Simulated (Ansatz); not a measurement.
Input of an Ansatz 0.2.0 run:

The input input.yaml:

```yaml
crystal:
  lattice:
    - [1.4316899074, 0.8265865534, 5.9577715763]
    - [-1.4316899074, 0.8265865534, 5.9577715763]
    - [0.0, -1.6531731068, 5.9577715763]
  atoms:
    - { symbol: Pd, position: [0.0, 0.0, 0.0] }
    - { symbol: Co, position: [0.5, 0.5, 0.5], spin: 2.0, spin_axis: [1.414, 1.414, 0.0] }
    - { symbol: O, position: [0.112476, 0.112476, 0.112476] }
    - { symbol: O, position: [0.887524, 0.887524, 0.887524] }
hamiltonian:
  xc: pbesol
  pseudopotentials: { kind: paw_fr }
magnetization:
  noncollinear: true
  spin_orbit: true
kpoints:
  mp_grid: { grid: [11, 11, 11] }
  band_path:
    path:
      - [[0.0, 0.0, 0.0], [0.5, 0.0, 0.0], [0.5, 0.1794993571, -0.1794993571]]
      - [[0.8205006429, 0.5, 0.1794993571], [0.5, 0.5, 0.5], [0.0, 0.0, 0.0], [0.3397496785, 0.0, -0.3397496785]]
      - [[0.6602503215, 0.3397496785, 0.0], [0.5, 0.5, 0.0], [0.6602503215, 0.6602503215, 0.1794993571], [0.5, 0.5, 0.5]]
      - [[0.5, 0.0, 0.0], [0.8205006429, 0.3397496785, 0.3397496785]]
    npoints: 14
scf:
  occupations: { method: fermi_dirac, width: 0.05 }
  n_extra_bands: 10
output:
  forces: true
  stress: true
  eigenvalues: true
  fatbands: true
  write_density: true
  write_potential: true
  elf: true
  volumetric_format: npy
```

Potentials or basis: Ansatz PAW.

Command:

```bash
$ ansatz run input.yaml --threads 2 --pin off --max-ram 5632MiB --backend cpu --events-out ev --progress --plain --runs-dir out
```

(1) Estimate the band gap on the k mesh.

(2) What does it give for the largest force?

(3) Estimate the absolute moment.

(4) What does it give for the pressure?

## Answers

(1) none (metal or under the smearing width).

(2) 0.235 eV/Å.

(3) 0.00 μB per cell.

(4) -10.5 GPa.

Caveat: the pressure holds a Pulay correction of +0.7 GPa for the finite cutoff; semilocal functionals often make such compounds metallic where correlation or magnetic order opens a gap, which also shifts bond lengths; the PAW data sets come from PBE, with cores solved anew for the run's functional, which leaves a small shift of forces and pressure; the starting moments weren't kept; the thresholds are loose for stress.
